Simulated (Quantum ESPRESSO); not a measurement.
## TiNi: single point with PBEsol

Crystal: TiNi.

```xyz
2
Lattice="2.7358 0.0000 0.0000 0.0000 2.7358 0.0000 0.0000 0.0000 3.5814" Properties=species:S:1:pos:R:3 pbc="T T T"
Ni    0.0000    0.0000    0.0000
Ti    1.3679    1.3679    1.7907
```

The cell comes from a database or a generator and needn't be the stable form of this composition.

* Program: Quantum ESPRESSO 7.5
* Task: single point
* Functional: PBEsol
* Potentials or basis: GBRV 1.5 PBEsol
* Cutoff: 612 eV
* Density cutoff: 4898 eV
* k mesh: 10 × 10 × 8
* Occupations: fermi-dirac, width 0.05 eV
* Spin: collinear spin, ferromagnetic start
* Starting moments: [1.0, 1.0] μB

```yaml
Pressure: -6.3 GPa
Band_gap_on_the_k_mesh: none (metal or under the smearing width)
Net_moment: 0.00 μB per cell
Absolute_moment: 0.00 μB per cell
Valence_electrons_inside_the_program's_atomic_spheres: Ni 17.05; Ti 10.12
```

Stress tensor (GPa, compression positive):
```
-5.49  0.00  0.00
 0.00 -5.49  0.00
 0.00  0.00 -8.01
```

Levels at points of the mesh, in eV from the Fermi level:
Spin up:
```csv
k point,band 12,band 13,band 14,band 15,band 16,band 17,band 18,band 19
"(0.00, 0.00, 0.00)",-1.81,-1.81,-1.17,-0.27,0.68,2.96,2.96,3.40
"(0.00, 0.00, -0.50)",-1.60,-1.58,-1.58,-1.11,-1.04,1.80,1.96,1.96
"(0.00, -0.50, 0.00)",-2.40,-1.66,-1.44,-0.74,-0.38,0.42,1.58,2.68
"(0.00, -0.50, -0.50)",-1.89,-1.84,-0.23,0.01,0.21,0.62,2.33,2.98
"(-0.50, -0.50, 0.00)",-3.25,-0.69,0.13,2.18,2.18,2.18,2.18,2.42
"(-0.50, -0.50, -0.50)",-2.50,-1.45,-1.45,-1.41,-0.69,2.76,4.36,7.03
```
Spin down:
| k point | band 13 | band 14 | band 15 | band 16 | band 17 | band 18 |
| --- | --- | --- | --- | --- | --- | --- |
| (0.00, 0.00, 0.00) | -1.81 | -1.17 | -0.27 | 0.68 | 2.96 | 2.96 |
| (0.00, 0.00, -0.50) | -1.58 | -1.58 | -1.11 | -1.04 | 1.80 | 1.96 |
| (0.00, -0.50, 0.00) | -1.66 | -1.44 | -0.74 | -0.38 | 0.42 | 1.58 |
| (0.00, -0.50, -0.50) | -1.84 | -0.23 | 0.01 | 0.21 | 0.62 | 2.33 |
| (-0.50, -0.50, 0.00) | -0.69 | 0.13 | 2.18 | 2.18 | 2.18 | 2.18 |
| (-0.50, -0.50, -0.50) | -1.45 | -1.45 | -1.41 | -0.69 | 2.76 | 4.36 |

It took 97 s on 2 MPI ranks on AMD EPYC 7R43 64-Core Processor (Zen 3), with other jobs on the host, peak memory 0.24 GiB a rank.
